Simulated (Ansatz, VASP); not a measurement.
## Hg: VASP beside Ansatz

The input INCAR:

```
PREC = Accurate
ENCUT = 520
EDIFF = 1E-7
ISMEAR = 0
SIGMA = 0.05
LREAL = F
LASPH = T
NELM = 150
ALGO = Normal
ISIF = 2
LWAVE = F
LCHARG = F
MAGMOM = 0 0 0
LORBIT = 11
LSORBIT = T
GGA_COMPAT = F
LORBMOM = T
GGA = PE
NBANDS = 23
```

File KPOINTS:

```
Automatic mesh
0
Gamma
  16 16 16
```

The input POSCAR:

```
Hg
1.0
   -1.9287681918      1.9287681918      1.9287681918
    1.9287681918     -1.9287681918      1.9287681918
    1.9287681918      1.9287681918     -1.9287681918
Hg
1
Direct
    0.0000000000      0.0000000000      0.0000000000
```

Input for Ansatz:

```yaml
crystal:
  lattice:
    - [-1.9287681918, 1.9287681918, 1.9287681918]
    - [1.9287681918, -1.9287681918, 1.9287681918]
    - [1.9287681918, 1.9287681918, -1.9287681918]
  atoms:
    - { symbol: Hg, position: [0.0, 0.0, 0.0] }
basis:
  ecutwfc: 600
  ecutrho_ratio: 5
kpoints:
  mp_grid: { grid: [16, 16, 16] }
hamiltonian:
  xc: pbe
scf:
  occupations: { method: gaussian, width: 0.05 }
output:
  forces: true
  stress: true
  eigenvalues: true
  populations: true
magnetization:
  noncollinear: true
  spin_orbit: true
```

The cell was built by a generator and needn't be a form met in nature.

Alike in both runs: task single point; functional PBE; k mesh 16 × 16 × 16; occupations gaussian, width 0.05 eV; non-collinear spin, spin-orbit coupling.

|  | VASP | Ansatz |
| --- | --- | --- |
| version | VASP 6.6.1 | Ansatz 0.2.0 |
| potentials or method | VASP PAW PBE potentials, release 64 (Hg) | plane waves, PAW |
| plane-wave cutoff (eV) | 520 | 600 |
| valence electrons in the cell | 12 | 20 |

|  | VASP | Ansatz | Ansatz less VASP |
| --- | --- | --- | --- |
| gap on the k mesh at the Fermi level (eV) | none | none | - |
| pressure (GPa) | -0.3 | -0.7 | -0.37 |
| net moment per atom (μB) | 0.00 | 0.00 | 0.000 |

A gap of «none» marks a metal or a gap that the smearing closes. The two sets of potentials don't hold the same shells in valence.
